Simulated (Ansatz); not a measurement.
Zn under changes of volume

One of the cells (15.169 Å³/atom); the others are scaled copies at fixed shape and fractional positions:

```
Zn
1.0
     0.00000    1.96478    1.96478
     1.96478    0.00000    1.96478
     1.96478    1.96478    0.00000
Zn
1
Direct
  0.00000 0.00000 0.00000
```

This isn't the form of Zn at room conditions, which is hcp.

| Property | Result |
| --- | --- |
| Program | Ansatz 0.2.0 |
| Functional | HSE06 |
| Potentials or basis | Ansatz PAW |
| Cutoff | 420 eV (not typed: the program's choice for these potentials) |
| k mesh | 8 × 8 × 8 |
| Occupations | fermi-dirac, width 0.05 eV |
| Spin | no spin polarisation |

```csv
volume (Å³/atom),energy over the lowest point (meV/atom),pressure (GPa)
14.259,16.35,5.1
14.563,?,?
14.866,2.46,1.9
15.169,0.00,0.5
15.473,0.35,-0.9
15.776,3.24,-2.1
16.080,8.25,-3.1
```

Problem. What does the run at 14.563 Å³/atom give?

Solution. Energy over the lowest point 7.80 meV/atom; pressure 3.5 GPa.

Worked out: A Birch-Murnaghan fit of order 3 (a polynomial in V^(-2/3)) to the other rows has its minimum at 15.28 Å³/atom with B0 = V·E''(V) = 70 GPa and B' = 3.5. It gives 7.75 meV/atom at 14.563 Å³/atom, against the run's 7.80, and -dE/dV = 3.6 GPa, against 3.5.

Energies are extrapolated to zero smearing.

Caveats: the PAW data sets come from PBE, with cores solved anew for the run's functional, which leaves a small shift of forces and pressure; the thresholds are loose for stress.
